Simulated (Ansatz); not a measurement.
The system is Sn.

```
Sn
1.0
     0.00000    3.23334    3.23334
     3.23334    0.00000    3.23334
     3.23334    3.23334    0.00000
Sn
2
Direct
  0.75000 0.75000 0.75000
  0.50000 0.50000 0.50000
```

This isn't the form of Sn at room conditions, which is tetragonal (white tin).

```yaml
Program: Ansatz 0.2.0
Task: single point
Functional: PBEsol
Potentials_or_basis: all-electron LAPW, scalar-relativistic
Cutoff: 257 eV (chosen from the basis error)
Basis_error_allowed: 0.001 eV/atom
k_mesh: 7 × 7 × 7
Occupations: fermi-dirac, width 0.05 eV
Spin: no spin polarisation
```

On this cell: pressure 1.5 GPa; largest force zero by symmetry; band gap on the k mesh none (metal or under the smearing width).

The same run follows on a disturbed copy (atoms moved at random, drawn with an rms of 0.05 Å):

```
CELL_PARAMETERS angstrom
0.00000 3.23334 3.23334
3.23334 0.00000 3.23334
3.23334 3.23334 0.00000
ATOMIC_POSITIONS crystal
Sn 0.75132 0.75902 0.76259
Sn 0.49467 0.50900 0.50001
```

Problem. What changes?

Solution. The energy (extrapolated to zero smearing) moves by +11.3 meV/atom; pressure 1.7 GPa; largest force 0.556 eV/Å; band gap on the k mesh none (metal or under the smearing width).

Forces on the atoms (eV/Å):
```
Sn  -0.289 -0.460 -0.117
Sn   0.289  0.460  0.117
```

Stress tensor (GPa, compression positive):
```
 1.69 -0.42 -1.43
-0.42  1.63 -0.90
-1.43 -0.90  1.72
```
